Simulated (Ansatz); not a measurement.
Write the native input for Ansatz 0.2.0 that does the following.

| Property | Result |
| --- | --- |
| Task | single point |
| Functional | PBE |
| Potentials or basis | Ansatz PAW |
| Cutoff | 420 eV (not typed: the program's choice for these potentials) |
| k mesh | 11 × 11 × 11 |
| Occupations | gaussian, width 0.03 eV |
| Spin | collinear spin, ferromagnetic start |
| Starting moments | [1.0, 0.0] μB |

NiO:

```
Ni O
1.0
     0.00000    2.08590    2.08590
     2.08590    0.00000    2.08590
     2.08590    2.08590    0.00000
Ni O
1 1
Direct
  0.00000 0.00000 0.00000
  0.50000 0.50000 0.50000
```

These files were run (other wordings do the same):

input.yaml

```yaml
crystal:
  lattice:
    - [0.0, 2.0859016414, 2.0859016414]
    - [2.0859016414, 0.0, 2.0859016414]
    - [2.0859016414, 2.0859016414, 0.0]
  atoms:
    - { symbol: Ni, position: [0.0, 0.0, 0.0], spin: 1.0 }
    - { symbol: O, position: [0.5, 0.5, 0.5] }
hamiltonian:
  xc: pbe
  pseudopotentials: { kind: paw }
magnetization:
  spin_polarized: true
kpoints:
  mp_grid: { grid: [11, 11, 11] }
scf:
  occupations: { method: gaussian, width: 0.03 }
output:
  forces: true
  stress: true
  eigenvalues: true
  write_density: true
  write_potential: true
  elf: true
  volumetric_format: npy
```

Potentials or basis: Ansatz PAW.

Run with:

```console
$ ansatz run input.yaml --threads 2 --pin off --max-ram 5632MiB --backend cpu --events-out ev --progress --plain --runs-dir out
```

Results of the run:

```
Pressure               : 6.3 GPa
Band gap on the k mesh : none (metal or under the smearing width)
Net moment             : 1.79 μB per cell
Absolute moment        : 1.80 μB per cell
Site moments           : Ni +1.44; O +0.29 μB
```

Caveat: the pressure holds a Pulay correction of +0.7 GPa for the finite cutoff; a cell with one magnetic atom can't hold antiferromagnetic order, which such compounds often take; semilocal functionals often make such compounds metallic where correlation or magnetic order opens a gap, which also shifts bond lengths.

Wall time 10 s on 2 threads of Arm Neoverse V1, on a shared host, peak memory 0.36 GiB.
